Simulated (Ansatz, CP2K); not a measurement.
This is a calculation of Al for CP2K 2026.2. Atoms were shifted at random by some hundredths of an Å from the given cell, which wasn't relaxed again for these runs. This isn't the form of Al at room conditions, which is fcc.

Contents of al_scf.inp:

```
&GLOBAL
  PROJECT al_scf
  RUN_TYPE ENERGY_FORCE
  PRINT_LEVEL LOW
&END GLOBAL
&FORCE_EVAL
  METHOD QS
  STRESS_TENSOR ANALYTICAL
  &DFT
    BASIS_SET_FILE_NAME BASIS_MOLOPT_UZH
    POTENTIAL_FILE_NAME POTENTIAL_UZH
    &MGRID
      CUTOFF 450
      REL_CUTOFF 60
      NGRIDS 4
    &END MGRID
    &QS
      METHOD GPW
      EPS_DEFAULT 1.0E-10
    &END QS
    &KPOINTS
      SCHEME MONKHORST-PACK 7 7 10
      GAMMA_CENTERED T
      SYMMETRY T
      SYMMETRY_BACKEND SPGLIB
    &END KPOINTS
    &SCF
      SCF_GUESS ATOMIC
      EPS_SCF 1.0E-6
      MAX_SCF 100
      ADDED_MOS 10
      CHOLESKY OFF
      EPS_EIGVAL 1.0E-7
      &DIAGONALIZATION ON
        ALGORITHM STANDARD
      &END DIAGONALIZATION
      &MIXING ON
        METHOD BROYDEN_MIXING
        ALPHA 0.4
        BETA 1.5
        NBUFFER 8
      &END MIXING
      &SMEAR ON
        METHOD FERMI_DIRAC
        ELECTRONIC_TEMPERATURE 580.23
      &END SMEAR
    &END SCF
    &XC
      &XC_FUNCTIONAL
        &GGA_X_PBE
        &END GGA_X_PBE
        &GGA_C_PBE
        &END GGA_C_PBE
      &END XC_FUNCTIONAL
    &END XC
    &PRINT
      &KPOINTS ON
      &END KPOINTS
      &MULLIKEN ON
      &END MULLIKEN
      &MO ON
        ENERGIES T
        OCCUPATION_NUMBERS T
        &EACH
          QS_SCF 0
        &END EACH
        ADD_LAST NUMERIC
      &END MO
      &LOWDIN ON
      &END LOWDIN
      &HIRSHFELD ON
        SHAPE_FUNCTION DENSITY
      &END HIRSHFELD
      &E_DENSITY_CUBE ON
        STRIDE 1
      &END E_DENSITY_CUBE
      &V_HARTREE_CUBE ON
        STRIDE 1
      &END V_HARTREE_CUBE
      &ELF_CUBE ON
        STRIDE 1
      &END ELF_CUBE
    &END PRINT
  &END DFT
  &SUBSYS
    &CELL
      A 4.5467300000 0.0000000000 0.0000000000
      B -2.2733700000 3.9375800000 0.0000000000
      C 0.0000000000 0.0000000000 2.7539300000
      PERIODIC XYZ
    &END CELL
    &COORD
      SCALED
      Al  0.3331430000 0.6604680000 0.4902950000
      Al  0.6668740000 0.3456110000 0.5072180000
    &END COORD
    &KIND Al
      BASIS_SET TZVP-MOLOPT-PBE-GTH-q3
      POTENTIAL GTH-PBE-q3
    &END KIND
    &PRINT
      &ATOMIC_COORDINATES ON
      &END ATOMIC_COORDINATES
      &CELL ON
      &END CELL
      &SYMMETRY ON
      &END SYMMETRY
    &END PRINT
  &END SUBSYS
  &PRINT
    &FORCES ON
    &END FORCES
    &STRESS_TENSOR ON
    &END STRESS_TENSOR
  &END PRINT
&END FORCE_EVAL
```

Potentials or basis: POTENTIAL_UZH Al GTH-PBE-q3; TZVP-MOLOPT-PBE-GTH basis.

Run with:

```bash
$ OMP_NUM_THREADS=1 cp2k.psmp -i al_scf.inp -o al_scf.out
```

Question: What does the same run look like in Ansatz 0.2.0? Potentials or basis there: Ansatz PAW (earlier soft set), cutoff 420 eV.

Answer: As run (cutoffs and basis follow the program's own potentials, and thresholds, step limits or extra output files can differ):

Contents of input.yaml:

```yaml
crystal:
  lattice:
    - [4.54673, 0.0, 0.0]
    - [-2.27337, 3.93758, 0.0]
    - [0.0, 0.0, 2.75393]
  atoms:
    - { symbol: Al, position: [0.333143, 0.660468, 0.490295] }
    - { symbol: Al, position: [0.666874, 0.345611, 0.507218] }
hamiltonian:
  xc: pbe
  pseudopotentials: { kind: paw, azcp: { folder: soft_1 } }
kpoints:
  mp_grid: { grid: [7, 7, 10] }
scf:
  occupations: { method: fermi_dirac, width: 0.05 }
output:
  forces: true
  stress: true
  eigenvalues: true
```

Potentials or basis: Ansatz PAW soft_1.

Launch:

```console
$ ansatz run input.yaml --threads 1 --pin off --max-ram 3584MiB --backend cpu --events-out ev --progress --plain --runs-dir out
```

Both were run:

|  | CP2K | Ansatz |
| --- | --- | --- |
| Pressure | 0.1 GPa | 0.1 GPa |
| Largest force | 0.495 eV/Å | 0.494 eV/Å |

Ansatz's pressure holds a Pulay term of +0.02 GPa for its cutoff of 420 eV, which the other run lacks.

Where Ansatz's input types no cutoff or centring, it takes its own default and a Γ-centred mesh.

Pressure is positive in compression.
